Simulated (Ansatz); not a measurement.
GaSb in Ansatz: the effect of functional

The system is GaSb.

```
Sb Ga
1.0
    -1.52414    2.62040    2.83425
     1.52414   -2.62040    2.83425
     1.52414    2.62040   -2.83425
Sb Ga
1 1
Direct
  0.50000 0.50000 0.00000
  0.00000 0.00000 0.00000
```

Measurements of this composition are mostly on another form, of space group No. 216.

The cell isn't the ideal one: volume scaled by 0.94.

Alike in all runs:

```yaml
Program: Ansatz 0.2.0
Task: single point
Potentials_or_basis: Ansatz PAW
k_mesh: 10 × 10 × 10
Occupations: fermi-dirac, width 0.05 eV
Spin: no spin polarisation
```

```tsv
functional	cutoff	pressure (GPa)
LDA	420 eV (not typed: the program's choice for these potentials)	?
PBEsol	420 eV (not typed: the program's choice for these potentials)	0.3
r2SCAN	500 eV (not typed: the program's choice for these potentials)	1.9
```

Task: What does the run with functional LDA give?

Result: Pressure -1.3 GPa.

Caveats: the PAW data sets come from PBE, with cores solved anew for the run's functional, which leaves a small shift of forces and pressure.
